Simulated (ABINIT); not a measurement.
Input of an ABINIT 10.8.3 (patched build) run:

run.py

```python
import json, os
import numpy as np
from ase.eos import EquationOfState
from ase.units import GPa
from ase.calculators.mixing import SumCalculator
from dftd3.ase import DFTD3
from ase.calculators.abinit import Abinit, AbinitProfile
from ase import Atoms

atoms = Atoms(['Ge', 'Ge'],
              cell=[[0.0, 2.82891, 2.82891], [2.82891, 0.0, 2.82891], [2.82891, 2.82891, 0.0]],
              scaled_positions=[[0.75, 0.75, 0.75], [0.5, 0.5, 0.5]],
              pbc=True)

profile = AbinitProfile(command='abinit', pp_paths=[os.path.abspath('pseudos')])
params = dict(
    pps='pawxml', xc='PBE',
    ecut=598.6505,
    pawecutdg=1197.301,
    pawxcdev=0,
    kptopt=1,
    ngkpt=[8, 8, 8],
    nshiftk=1,
    shiftk=[0.0, 0.0, 0.0],
    ixc=-116133,
    nband=18,
    occopt=3,
    tsmear=0.05,
    nstep=100,
    tolvrs=1e-09,
    prtwf=0,
    prtden=0,
)

cell0 = atoms.cell.copy()
volumes, energies = [], []
for i, x in enumerate([0.94, 0.96, 0.98, 1.0, 1.02, 1.04, 1.06]):
    atoms.set_cell(cell0 * x ** (1 / 3), scale_atoms=True)
    atoms.calc = SumCalculator([Abinit(profile=profile, directory=f'v{i}', **params), DFTD3(method='pbesol', damping='d3zero')])
    volumes.append(atoms.get_volume() / len(atoms))
    dft, disp = atoms.calc.mixer.calcs
    energies.append((dft.get_property('free_energy', atoms) + disp.get_property('energy', atoms)) / len(atoms))
    print(f'{x:5.2f} {volumes[-1]:10.5f} A^3/atom {energies[-1]:14.6f} eV/atom', flush=True)
    json.dump(dict(volumes=volumes, energies=energies), open('results.json', 'w'))
v0, e0, b0 = EquationOfState(volumes, energies, eos='birchmurnaghan').fit()
print(f'V0 {v0:.4f} A^3/atom  E0 {e0:.6f} eV/atom  B0 {b0 / GPa:.2f} GPa')
```

Potentials or basis: JTH PAW PBE v2.0.

The run is started by

```sh
$ python run.py
```

Q: What does it give for the equilibrium volume?

A: 22.65 Å³/atom.

Q: What does it give for the bulk modulus?

A: 68 GPa.

Q: What does it give for the pressure derivative of the bulk modulus?

A: 4.8 (rough: it moves with the points fitted).

Energy against volume, from the lowest point:
| volume (Å³/atom) | energy (meV/atom) |
| --- | --- |
| 21.281 | 19.86 |
| 21.733 | 8.67 |
| 22.186 | 2.03 |
| 22.639 | 0.00 |
| 23.092 | 1.83 |
| 23.545 | 6.96 |
| 23.997 | 15.23 |

Caveat: pressures at fixed basis lie under the slope of the energies; the log and the count of SCF iterations are those of the last ABINIT call alone; the PAW data sets were made with another functional, which shifts forces and pressure a little.

**What was measured.**

“Sub-monolayer structures of Ag overlayers on Ge(111): experimental observations and first-principles study”, 2019, arxiv:1908.00180 quotes, for a bulk crystal of Ge: bulk modulus 75.8 GPa.

A measured bulk modulus of Ge is 75.8 GPa (quoted in “Sub-monolayer structures of Ag overlayers on Ge(111): experimental observations and first-principles study”, 2019, arxiv:1908.00180); the calculated 68 GPa misses it by -10.1 %. The fit is for a static lattice scaled at fixed shape and fixed fractional positions. The cell as given is a measured one (22.64 Å³/atom); PBEsol+D3 puts the equilibrium volume +0.1 % from it, thermal expansion not counted.
